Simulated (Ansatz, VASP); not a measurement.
**GaAs in VASP and in Ansatz**

INCAR

```
SYSTEM = GaAs
PREC = Accurate
ENCUT = 520
EDIFF = 1E-7
ISMEAR = 0
SIGMA = 0.05
LREAL = .FALSE.
LASPH = .TRUE.
NELM = 100
ALGO = Normal
ISIF = 2
LWAVE = .FALSE.
LCHARG = .TRUE.
GGA = PE
LELF = .TRUE.
LVHAR = .TRUE.
NBANDS = 16
```

Contents of KPOINTS:

```
Automatic mesh
0
G
  8 8 8
  0 0 0
```

The input POSCAR:

```
GaAs
1.0
    0.0000000000      2.9065211565      2.6739994640
    2.9065211565      0.0000000000      2.6739994640
    2.9065211565      2.9065211565      0.0000000000
Ga As
1 1
Direct
    0.0000000000      0.0000000000      0.0000000000
    0.7500000000      0.7500000000      0.7500000000
```

Input for Ansatz:

```yaml
crystal:
  lattice:
    - [0.0, 2.9065211565, 2.673999464]
    - [2.9065211565, 0.0, 2.673999464]
    - [2.9065211565, 2.9065211565, 0.0]
  atoms:
    - { symbol: Ga, position: [0.0, 0.0, 0.0] }
    - { symbol: As, position: [0.75, 0.75, 0.75] }
basis:
  ecutwfc: 420
kpoints:
  mp_grid: { grid: [8, 8, 8] }
hamiltonian:
  xc: pbe
scf:
  occupations: { method: gaussian, width: 0.05 }
output:
  forces: true
  stress: true
  eigenvalues: true
```

Alike in both runs: task single point; functional PBE; k mesh 8 × 8 × 8; occupations gaussian, width 0.05 eV; no spin polarisation.

|  | VASP | Ansatz |
| --- | --- | --- |
| version | VASP 6.6.1 | Ansatz 0.2.0 |
| potentials or method | VASP PAW PBE potentials, release 64 (Ga_d, As) | scalar-relativistic, plane waves, PAW |
| plane-wave cutoff (eV) | 520 | 420 |
| valence electrons in the cell | 18 | 28 |

Ansatz gave:

- gap on the k mesh at the Fermi level (eV): 0.19
- least direct gap on the mesh (eV): 0.19
- pressure (GPa): 3.1
- largest component of the traceless stress (GPa): 2.75

Q: What did VASP give for the same quantities?

A: gap on the k mesh at the Fermi level (eV): 0.20; least direct gap on the mesh (eV): 0.20; pressure (GPa): 3.3; largest component of the traceless stress (GPa): 2.74.

The functional is the same, so the differences come from potentials, cutoffs and numerics. The two sets of potentials don't hold the same shells in valence.
